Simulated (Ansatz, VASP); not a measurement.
**Two plane-wave programs on BeSe**

```
CELL_PARAMETERS angstrom
0.00000 2.55179 2.55179
2.55179 0.00000 2.55179
2.55179 2.55179 0.00000
ATOMIC_POSITIONS crystal
Se 0.75000 0.75000 0.75000
Be 0.00000 0.00000 0.00000
```

Change from the starting cell: volume scaled by 1.02.

Alike in both runs: task single point; functional PBE; k mesh 9 × 9 × 9; occupations fermi-dirac, width 0.05 eV; no spin polarisation.

|  | VASP | Ansatz |
| --- | --- | --- |
| version | VASP 6.6.1 | Ansatz 0.2.0 |
| potentials or method | VASP PAW PBE potentials, release 64 (Se, Be) | Ansatz PAW |
| plane-wave cutoff (eV) | 520 | 420 |
| valence electrons in the cell | 8 | 18 |

Ansatz gave:

```
gap on the k mesh at the Fermi level (eV) : 2.66
least direct gap on the mesh (eV)         : 4.54
pressure (GPa)                            : 3.5
```

Task: What did VASP give for the same quantities?

Result: gap on the k mesh at the Fermi level (eV): 2.65; least direct gap on the mesh (eV): 4.54; pressure (GPa): 3.8.

The two sets of potentials don't hold the same shells in valence.

Caveats: an odd mesh through Γ misses points on the zone boundary, where band edges often lie (VASP); odd divisions of the mesh miss points on the zone boundary, where band edges often lie, so the gap on the mesh can be too wide (Ansatz).
